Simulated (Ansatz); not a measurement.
# AlGa3N4: the cost of one run

Computed with Ansatz 0.2.0 (DFT PBE, scalar-relativistic, plane waves, PAW, unless a step's input says otherwise).

## 1. The structure to begin with

Symmetry: Cmmm, No. 65, orthorhombic system. The conventional cell has a = 6.825 Å, b = 9.652 Å, c = 3.413 Å, α = 90.00°, β = 90.00°, γ = 90.00°. Al (site symmetry mmm) has 6 N at 2.41 Å in its first shell of neighbours. Around Ga (site symmetry 2/m) lie 6 N at 2.41 Å. Ga (site symmetry mmm) has 6 N at 2.41 Å in its first shell of neighbours. Around N (site symmetry 2mm) lie 4 Ga at 2.41 Å and 2 Al at 2.41 Å. N (site symmetry m2m) has 5 Ga at 2.41 Å and 1 Al at 2.41 Å in its first shell of neighbours.

As a file:

```cif
data_structure
_symmetry_space_group_name_H-M 'P 1'
_symmetry_Int_Tables_number 1
_cell_length_a 5.9108
_cell_length_b 5.9108
_cell_length_c 3.4126
_cell_angle_alpha 90.000
_cell_angle_beta 90.000
_cell_angle_gamma 109.471
_cell_volume 112.41
loop_
_atom_site_label
_atom_site_type_symbol
_atom_site_fract_x
_atom_site_fract_y
_atom_site_fract_z
_atom_site_occupancy
Al1 Al 0.00000 0.00000 0.50000 1
Ga1 Ga 0.00000 0.50000 0.00000 1
Ga2 Ga 0.50000 0.00000 0.00000 1
Ga3 Ga 0.50000 0.50000 0.50000 1
N1 N 0.75000 0.75000 0.00000 1
N2 N 0.25000 0.25000 0.00000 1
N3 N 0.75000 0.25000 0.50000 1
N4 N 0.25000 0.75000 0.50000 1
```

The start is an ordering of an alloy on its end members' structure types: elements ordered on the sites of the GaN type, Al/Ga on Ga (Cmmm, No. 65).

## 2. A first look at the guess

input.yaml

```yaml
crystal:
  lattice:
    - [3.41258159, -4.82611917, 0.0]
    - [3.41258159, 4.82611917, 0.0]
    - [0.0, 0.0, 3.41258159]
  atoms:
    - { symbol: Al, position: [0.0, 0.0, 0.5] }
    - { symbol: Ga, position: [0.0, 0.5, 0.0] }
    - { symbol: Ga, position: [0.5, 0.0, 0.0] }
    - { symbol: Ga, position: [0.5, 0.5, 0.5] }
    - { symbol: "N", position: [0.75, 0.75, 0.0] }
    - { symbol: "N", position: [0.25, 0.25, 0.0] }
    - { symbol: "N", position: [0.75, 0.25, 0.5] }
    - { symbol: "N", position: [0.25, 0.75, 0.5] }
basis:
  ecutwfc: 420
kpoints:
  mp_grid: { grid: [4, 4, 6] }
hamiltonian:
  xc: pbe
scf:
  occupations: { method: gaussian, width: 0.1 }
  lower_state_search: "off"
output:
  forces: true
  stress: true
  eigenvalues: true
```

Command:

```sh
> ansatz run input.yaml --threads 1 --pin off --max-ram 2560MiB --backend cpu --events-out ev --progress --plain --runs-dir out
```

Q: Estimate wall time and peak memory on 1 thread of Arm Neoverse V1, shared host.

About 6.6 s, with a peak of 0.4 GiB.
